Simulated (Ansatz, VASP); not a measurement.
# V in VASP and in Ansatz

INCAR

```
SYSTEM = V
PREC     = Accurate       ! precision mode
ENCUT    = 520            ! plane-wave cutoff, eV
EDIFF    = 1E-6           ! SCF threshold, eV
ISMEAR   = -1             ! smearing method
SIGMA    = 0.1            ! smearing width, eV
LREAL    = .FALSE.        ! projectors in reciprocal space
LASPH    = .TRUE.         ! aspherical terms in the spheres
NELM     = 100            ! most SCF steps
ALGO     = Normal         ! electronic algorithm
ISIF     = 2              ! what is computed and relaxed
LWAVE    = .FALSE.        ! write WAVECAR
LCHARG   = .TRUE.         ! write CHGCAR
LELF     = .TRUE.         ! ELF
LVHAR    = .TRUE.       
NBANDS   = 12             ! bands
```

The input KPOINTS:

```
Automatic mesh
0
G
  15 15 15
  0 0 0
```

File POSCAR:

```
V
1.0
   -1.4636513664      1.4636513664      1.4636513664
    1.4636513664     -1.4636513664      1.4636513664
    1.4636513664      1.4636513664     -1.4636513664
V
1
Direct
    0.0000000000      0.0000000000      0.0000000000
```

Input for Ansatz:

```yaml
crystal:
  lattice:
    - [-1.4636513664, 1.4636513664, 1.4636513664]
    - [1.4636513664, -1.4636513664, 1.4636513664]
    - [1.4636513664, 1.4636513664, -1.4636513664]
  atoms:
    - { symbol: V, position: [0.0, 0.0, 0.0] }
hamiltonian:
  xc: lda
  pseudopotentials:
    kind: paw
    azcp:
      V: "pseudopotentials/V.paw.azcp"
basis:
  ecutwfc: 420
  fft_grid_basis: typed
kpoints:
  mp_grid: { grid: [15, 15, 15], shift: [0, 0, 0] }
magnetization:
  spin_polarized: false
scf:
  occupations: { method: fermi_dirac, width: 0.1 }
  lower_state_search: "off"
output:
  stress: true
```

Alike in both runs: task single point; functional LDA; k mesh 15 × 15 × 15; occupations fermi-dirac, width 0.1 eV; no spin polarisation.

|  | VASP | Ansatz |
| --- | --- | --- |
| version | VASP 6.6.1 | Ansatz 0.2.0 |
| potentials or method | VASP PAW LDA potentials, release 64 (V_sv) | plane waves (420 eV) with PAW, scalar-relativistic |
| plane-wave cutoff (eV) | 520 | 420 |
| valence electrons in the cell | 13 | 13 |

|  | VASP | Ansatz | Ansatz less VASP |
| --- | --- | --- | --- |
| pressure (GPa) | 0.5 | 0.0 | -0.51 |

Ansatz warned: «pseudo_functional_mismatch».
